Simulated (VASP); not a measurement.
The system is BN.

```xyz
2
Lattice="0.0000 1.7786 1.7458 1.7786 0.0000 1.7458 1.7786 1.7786 0.0000" Properties=species:S:1:pos:R:3 pbc="T T T"
B     0.0000    0.0000    0.0000
N     1.7786    1.7786    1.7458
```

The cell was built by a generator and needn't be a form met in nature.

The cell isn't the ideal one: biaxial_xy strain +1.9%.

Program: VASP 6.6.1. Alike in all runs: task single point; potentials or basis VASP PAW PBE potentials, release 64 (B, N); no spin polarisation; cell biaxial_xy strain +1.9%; cutoff (eV) 520. Hardware: 1 thread of Intel(R) Xeon(R) 6975P-C (Granite Rapids), on a shared host.

Question: Order these runs on this cell by their wall time, lowest first.
A. level PBE; k mesh 12 × 12 × 12; smearing fermi-dirac 0.02 eV
B. level r2SCAN; k mesh 12 × 12 × 12; smearing gaussian 0.01 eV
C. level HSE06; k mesh 8 × 8 × 8; smearing gaussian 0.01 eV; exchange at q = 0 truncated; grid for exact exchange (PRECFOCK) Normal; screening parameter 0.2079 1/A

Answer: A (8.2 s), B (28 s), C (650 s).
